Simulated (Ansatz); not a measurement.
# Te: the cost of one run

Computed with Ansatz 0.2.0 (DFT PBE, scalar-relativistic, plane waves, PAW, unless a step's input says otherwise).

2 further runs of the same task are left out: 1 that didn't finish, 1 set aside as unsound or not needed.

## (1) Starting point

The structure is monoclinic, space group C2 (No. 5). Conventional cell: a = 6.287 Å, b = 6.768 Å, c = 6.156 Å, α = 90.00°, β = 101.92°, γ = 90.00°. Te (site symmetry 1) is surrounded by 4 Te at 2.67 to 2.90 Å.

Coordinates:

```cif
data_structure
_symmetry_space_group_name_H-M 'P 1'
_symmetry_Int_Tables_number 1
_cell_length_a 4.6187
_cell_length_b 4.6187
_cell_length_c 6.1556
_cell_angle_alpha 98.080
_cell_angle_beta 98.080
_cell_angle_gamma 94.225
_cell_volume 128.13
loop_
_atom_site_label
_atom_site_type_symbol
_atom_site_fract_x
_atom_site_fract_y
_atom_site_fract_z
_atom_site_occupancy
Te1 Te 0.01054 0.01054 0.23495 1
Te2 Te 0.98946 0.98946 0.76505 1
Te3 Te 0.43871 0.18263 0.57810 1
Te4 Te 0.81737 0.56129 0.42190 1
```

A structure generator made this guess: 4-connected net of one element (C2, No. 5). Lengths come from tabulated atomic sizes and are only a guess.

## (2) The guess as it stands, on a coarse mesh

Input file input.yaml:

```yaml
crystal:
  lattice:
    - [3.14331379, -3.38408738, 0.0]
    - [3.14331379, 3.38408738, 0.0]
    - [-1.27124526, 0.0, 6.02289643]
  atoms:
    - { symbol: Te, position: [0.01054001, 0.01054, 0.23495001] }
    - { symbol: Te, position: [0.98946, 0.98945999, 0.76504999] }
    - { symbol: Te, position: [0.43871001, 0.18263, 0.57810003] }
    - { symbol: Te, position: [0.81737, 0.56128999, 0.42189997] }
basis:
  ecutwfc: 420
kpoints:
  mp_grid: { grid: [4, 4, 4] }
hamiltonian:
  xc: pbe
scf:
  occupations: { method: gaussian, width: 0.1 }
  lower_state_search: "off"
output:
  forces: true
  stress: true
  eigenvalues: true
```

Started as:

```console
> ansatz run input.yaml --threads 1 --pin off --max-ram 2560MiB --backend cpu --events-out ev --progress --plain --runs-dir out
```

**Question.** How long does this run take on 1 thread of Arm Neoverse V1, shared host, and how much memory does it need?

About 11 s, with a peak of 0.35 GiB.
